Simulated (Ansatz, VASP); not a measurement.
Ti2H7: VASP beside Ansatz

```
Ti H
1.0
     0.00000    2.92029    2.92029
     2.92029    0.00000    2.92029
     2.92029    2.92029    0.00000
Ti H
2 7
Direct
  0.25000 0.25000 0.25000
  0.75000 0.75000 0.75000
  0.24113 0.75887 0.75887
  0.75887 0.24113 0.24113
  0.75887 0.24113 0.75887
  0.24113 0.75887 0.24113
  0.75887 0.75887 0.24113
  0.24113 0.24113 0.75887
  0.50000 0.50000 0.50000
```

Alike in both runs: functional PBE; k mesh 6 × 6 × 6; occupations gaussian, width 0.1 eV; no spin polarisation.

Ansatz relaxed the structure, and its values are those at the end. VASP's run is a single point on that final structure, the one shown.

|  | VASP | Ansatz |
| --- | --- | --- |
| version | VASP 6.6.1 | Ansatz 0.2.0 |
| potentials or method | VASP PAW PBE potentials, release 64 (Ti_sv, H) | scalar-relativistic, plane waves, PAW |
| plane-wave cutoff (eV) | 520 | 420 |
| valence electrons in the cell | 31 | 31 |

|  | VASP | Ansatz | Ansatz less VASP |
| --- | --- | --- | --- |
| gap on the k mesh at the Fermi level (eV) | none | none | - |
| pressure (GPa) | -0.2 | 0.1 | +0.21 |

A gap of «none» marks a metal or a gap that the smearing closes.
